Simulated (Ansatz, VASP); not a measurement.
# AlN: VASP beside Ansatz

File INCAR:

```
SYSTEM = AlN
PREC     = Accurate       ! precision mode
ENCUT    = 520            ! plane-wave cutoff, eV
EDIFF    = 1E-7           ! SCF threshold, eV
ISMEAR   = -1             ! smearing method
SIGMA    = 0.05           ! smearing width, eV
LREAL    = .FALSE.        ! projectors in reciprocal space
LASPH    = .TRUE.         ! aspherical terms in the spheres
NELM     = 100            ! most SCF steps
ALGO     = Normal         ! electronic algorithm
ISIF     = 2              ! what is computed and relaxed
LWAVE    = .FALSE.        ! write WAVECAR
LCHARG   = .FALSE.        ! write CHGCAR
GGA      = PE             ! functional
NBANDS   = 16             ! bands
```

The input KPOINTS:

```
Automatic mesh
0
G
  9 9 7
  0 0 0
```

The input POSCAR:

```
AlN
1.0
    3.3340509224      0.0000000000      0.0000000000
   -1.6670254612      2.8873727963      0.0000000000
    0.0000000000      0.0000000000      4.2152960135
Al N
2 2
Direct
    0.6666666667      0.3333333333      0.2500000000
    0.3333333333      0.6666666667      0.7500000000
    0.6666666667      0.3333333333      0.7500000000
    0.3333333333      0.6666666667      0.2500000000
```

input.yaml

```yaml
crystal:
  lattice:
    - [3.3340509224, 0.0, 0.0]
    - [-1.6670254612, 2.8873727963, 0.0]
    - [0.0, 0.0, 4.2152960135]
  atoms:
    - { symbol: Al, position: [0.6666666667, 0.3333333333, 0.25] }
    - { symbol: Al, position: [0.3333333333, 0.6666666667, 0.75] }
    - { symbol: "N", position: [0.6666666667, 0.3333333333, 0.75] }
    - { symbol: "N", position: [0.3333333333, 0.6666666667, 0.25] }
hamiltonian:
  xc: pbe
  pseudopotentials: { kind: paw }
kpoints:
  mp_grid: { grid: [9, 9, 7] }
scf:
  occupations: { method: fermi_dirac, width: 0.05 }
output:
  forces: true
  stress: true
  eigenvalues: true
  write_density: true
  write_potential: true
  elf: true
  volumetric_format: npy
```

Change from the starting cell: volume scaled by 1.02.

Alike in both runs: task single point; functional PBE; k mesh 9 × 9 × 7; occupations fermi-dirac, width 0.05 eV; no spin polarisation.

```csv
,VASP,Ansatz
version,VASP 6.6.1,Ansatz 0.2.0
potentials or method,"VASP PAW PBE potentials, release 64 (Al, N)",Ansatz PAW
plane-wave cutoff (eV),520,420
valence electrons in the cell,16,16
```

```csv
,VASP,Ansatz,Ansatz less VASP
gap on the k mesh at the Fermi level (eV),3.12,3.11,-0.009
least direct gap on the mesh (eV),3.12,3.11,-0.009
pressure (GPa),-4.0,-3.7,+0.26
largest component of the traceless stress (GPa),0.54,0.40,-0.143
```

The functional is the same, so the differences come from potentials, cutoffs and numerics.

Caveats: an odd mesh through Γ misses points on the zone boundary, where band edges often lie (VASP); odd divisions of the mesh miss points on the zone boundary, where band edges often lie, so the gap on the mesh can be too wide (Ansatz); the pressure holds a Pulay correction of +0.5 GPa for the finite cutoff (Ansatz).
